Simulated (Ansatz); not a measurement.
# CdI2: stress in a strained cell

Aim: deform CdI2 (equal xx and yy strain of +2 %) and compute stress, forces and field gradients with LAPW, PAW and all-electron datasets made for the crystal.

Program: Ansatz 0.2.0. Level of theory: DFT PBEsol, scalar-relativistic. These are calculated values, not measurements.

## 1. Starting point

Symmetry: P-3m1, No. 164, trigonal system. The conventional cell has a = 4.244 Å, b = 4.244 Å, c = 6.859 Å, α = 90.00°, β = 90.00°, γ = 120.00°. Cd (site symmetry -3m) is surrounded by 6 I at 2.99 Å. I (site symmetry 3m) has 3 Cd at 2.99 Å in its first shell of neighbours.

As a file:

```cif
data_structure
_symmetry_space_group_name_H-M 'P 1'
_symmetry_Int_Tables_number 1
_cell_length_a 4.2440
_cell_length_b 4.2440
_cell_length_c 6.8590
_cell_angle_alpha 90.000
_cell_angle_beta 90.000
_cell_angle_gamma 120.000
_cell_volume 106.99
loop_
_atom_site_label
_atom_site_type_symbol
_atom_site_fract_x
_atom_site_fract_y
_atom_site_fract_z
_atom_site_occupancy
Cd1 Cd 0.00000 0.00000 0.00000 1
I1 I 0.33333 0.66667 0.24920 1
I2 I 0.66667 0.33333 0.75080 1
```

Atoms are numbered in the order of the input: Cd1, I2, I3.

## 2. The deformed structure

Space group P-3m1 before, P-3m1 after.

## 3. LAPW, all electrons

input.yaml reads:

```yaml
crystal:
  lattice:
    - [4.328879199, 0.0, 0.0]
    - [-2.1644395994, 3.7489193562, 0.0]
    - [0.0, 0.0, 6.859]
  atoms:
    - { symbol: Cd, position: [0.0, 0.0, 0.0] }
    - { symbol: I, position: [0.3333333333, 0.6666666667, 0.2492] }
    - { symbol: I, position: [0.6666666667, 0.3333333333, 0.7508] }
kpoints:
  mp_grid: { grid: [8, 8, 5] }
  band_path:
    path:
      - [0.0, 0.0, 0.0]
      - [0.5, 0.0, 0.0]
      - [0.3333333333, 0.3333333333, 0.0]
      - [0.0, 0.0, 0.0]
      - [0.0, 0.0, 0.5]
      - [0.5, 0.0, 0.5]
      - [0.3333333333, 0.3333333333, 0.5]
      - [0.0, 0.0, 0.5]
      - [0.5, 0.0, 0.5]
    npoints: 5
scf:
  occupations: { method: fermi_dirac, width: 0.03 }
hamiltonian:
  xc: pbesol
  pseudopotentials: { kind: all_electron, lapw: { basis_error: 0.0005 } }
output:
  forces: true
  stress: true
  eigenvalues: true
```

Run with:

```
$ ansatz run input.yaml --threads 1 --pin off --max-ram 4096MiB --backend cpu --events-out ev --progress --plain --runs-dir out
```

## 4. PAW on the default files

input.yaml reads:

```yaml
crystal:
  lattice:
    - [4.328879199, 0.0, 0.0]
    - [-2.1644395994, 3.7489193562, 0.0]
    - [0.0, 0.0, 6.859]
  atoms:
    - { symbol: Cd, position: [0.0, 0.0, 0.0] }
    - { symbol: I, position: [0.3333333333, 0.6666666667, 0.2492] }
    - { symbol: I, position: [0.6666666667, 0.3333333333, 0.7508] }
kpoints:
  mp_grid: { grid: [8, 8, 5] }
scf:
  occupations: { method: fermi_dirac, width: 0.03 }
hamiltonian:
  xc: pbesol
  pseudopotentials: { kind: paw }
output:
  forces: true
  stress: true
  eigenvalues: true
  efg: { contact_densities: true }
  write_density: true
  write_potential: true
  elf: true
  volumetric_format: npy
```

## 5. Datasets made for this crystal

input.yaml: that of step 4 with these lines changed.

```diff
@@ -15,3 +15,3 @@
   xc: pbesol
-  pseudopotentials: { kind: paw }
+  pseudopotentials: { kind: all_electron, datasets: crystal }
 output:
@@ -21,5 +21 @@
   efg: { contact_densities: true }
-  write_density: true
-  write_potential: true
-  elf: true
-  volumetric_format: npy
```

(Steps that only read results are left out.)

Q: Predict the outcome of this session. Wanted: pressure; largest shear or deviatoric stress.

The runs gave:

| quantity | value |
| --- | --- |
| pressure | LAPW -1.59, PAW -1.60, crystal datasets -1.59 GPa |
| largest shear or deviatoric stress (LAPW) | 0.45 GPa |

**Reading.** The largest part of the stress beyond the pressure is 0.45 GPa in size, in the zz component; the atoms are carried along and not relaxed. No run of the undeformed cell stands beside it, so pressure and stress hold what the given cell had before the change, as far as its symmetry allows. PAW: stress within 0.01 GPa of LAPW, forces within 1 meV/Å. Crystal datasets: stress within 0.01 GPa of LAPW, forces within 1 meV/Å. Spin-orbit coupling is left out, though the cell holds I; in elements this heavy it can shift bands and gaps by tenths of an eV.

The gaps are Kohn-Sham values of a semilocal functional, not quasiparticle or optical gaps. Such gaps usually fall short of the measured ones; spin-orbit coupling, left out here, narrows gaps with I, so the two errors partly cancel.
